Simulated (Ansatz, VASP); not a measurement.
## Two plane-wave programs on C

```
C
1.0
     2.48344    0.00000    0.00000
    -1.24172    2.15072    0.00000
     0.00000    0.00000    4.09452
C
4
Direct
  0.33333 0.66667 0.99976
  0.66667 0.33333 0.49976
  0.33333 0.66667 0.37424
  0.66667 0.33333 0.87424
```

Change from the starting cell: strained cell.

Alike in both runs: functional LDA; k mesh 9 × 9 × 6; occupations gaussian, width 0.02 eV; no spin polarisation.

Ansatz relaxed the structure, and its values are those at the end. VASP's run is a single point on that final structure, the one shown.

```csv
,VASP,Ansatz
version,VASP 6.6.1,Ansatz 0.2.0
potentials or method,"VASP PAW LDA potentials, release 64 (C)","scalar-relativistic, plane waves, PAW"
plane-wave cutoff (eV),520,420
valence electrons in the cell,16,16
```

Ansatz gave:

| Item | Value |
| --- | --- |
| gap on the k mesh at the Fermi level (eV) | 3.02 |
| least direct gap on the mesh (eV) | 4.86 |
| pressure (GPa) | 4.8 |

Q: Which values does VASP return?

A: gap on the k mesh at the Fermi level (eV): 2.99; least direct gap on the mesh (eV): 4.86; pressure (GPa): 6.6.

Ansatz warned: «pseudo_functional_mismatch».

Caveats: an odd mesh through Γ misses points on the zone boundary, where band edges often lie.
